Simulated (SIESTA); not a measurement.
# GaSb under changes of volume

One of the cells (28.625 Å³/atom); the others are scaled copies at fixed shape and fractional positions:

```
Sb Ga
1.0
     0.00000    3.05900    3.05900
     3.05900    0.00000    3.05900
     3.05900    3.05900    0.00000
Sb Ga
1 1
Cartesian
  4.5885 4.5885 4.5885
  0.0000 0.0000 0.0000
```

- Program: SIESTA 5.4.2
- Functional: PBE
- Potentials or basis: PseudoDojo 0.4 standard (PBE files)
- Basis: TZDP (energy shift 0.003 Ry; two zetas on semicore shells)
- Grid cutoff: 800 Ry
- Energy shift: 0.003 Ry
- k mesh: 8 × 8 × 8
- Occupations: fermi-dirac, width 0.05 eV
- Spin: no spin polarisation

| volume (Å³/atom) | energy over the lowest point (meV/atom) | pressure (GPa) | gap on the mesh (eV) |
| --- | --- | --- | --- |
| 26.907 | 63.00 | 6.8 | 0.52 |
| 27.480 | 41.46 | 5.3 | 0.36 |
| 28.052 | ? | ? | ? |
| 28.625 | 13.64 | 2.8 | none |
| 29.197 | 5.51 | 1.8 | none |
| 29.770 | 1.05 | 0.8 | none |
| 30.342 | 0.00 | -0.1 | none |

Q: What does the run at 28.052 Å³/atom give?

A: Energy over the lowest point 25.16 meV/atom; pressure 3.9 GPa; gap on the mesh 0.21 eV.

Worked out: A Birch-Murnaghan fit of order 3 (a polynomial in V^(-2/3)) to the other rows has its minimum at 30.30 Å³/atom with B0 = V·E''(V) = 41 GPa and B' = 5.2. It gives 25.31 meV/atom at 28.052 Å³/atom, against the run's 25.16, and -dE/dV = 3.9 GPa, against 3.9.

Energies are extrapolated to zero smearing.

Caveats: the basis of atomic orbitals isn't converged, which shifts pressures, moduli and gaps; spin-orbit coupling is left out, which moves the levels of the heavy elements (some runs).

A mesh can miss the band edges.

A gap of «none» marks a metal or a gap under the smearing width.
